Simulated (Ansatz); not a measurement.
MoS2:

```
Mo S
1.0
     1.58000    0.91221    6.15000
    -1.58000    0.91221    6.15000
     0.00000   -1.82443    6.15000
Mo S
1 2
Direct
  0.00000 0.00000 0.00000
  0.41700 0.41700 0.41700
  0.25000 0.25000 0.25000
```

Measurements of this composition are mostly on another form, of space group No. 194.

| Quantity | Value |
| --- | --- |
| Program | Ansatz 0.2.0 |
| Task | relaxation of cell and atoms |
| Functional | revPBE |
| Dispersion | D3(BJ) |
| Potentials or basis | Ansatz PAW |
| Cutoff | 420 eV (not typed: the program's choice for these potentials) |
| k mesh | 10 × 10 × 10 |
| Occupations | fermi-dirac, width 0.05 eV |
| Spin | no spin polarisation |

At the start: volume 17.73 Å³/atom.

**Question.** How do energy, volume and symmetry change on relaxing?

**Answer.** It ends after 6 steps and the volume is 16.42 Å³/atom (-7.4 %); space group R3m (No. 160, to 0.05 Å).

The path:
```tsv
step	energy change (eV)	largest force (eV/Å)	volume (Å³)
1	0.0000	0.5806	53.18
2	-0.0229	0.5157	48.02
3	-0.0616	0.1106	49.78
4	-0.0641	0.0298	49.31
5	-0.0641	0.0053	49.25
6	-0.0635	0.0054	49.25
```

Final structure:
```
CELL_PARAMETERS angstrom
1.56700 0.90471 5.78953
-1.56700 0.90471 5.78953
0.00000 -1.80941 5.78953
ATOMIC_POSITIONS crystal
Mo 0.00006 0.00006 0.00006
S 0.42357 0.42357 0.42357
S 0.24338 0.24338 0.24338
```

Caveat: the plane-wave basis is chosen anew once the cell has moved, so the energies of steps on either side of that aren't comparable; the PAW data sets come from PBE, with cores solved anew for the run's functional, which leaves a small shift of forces and pressure.
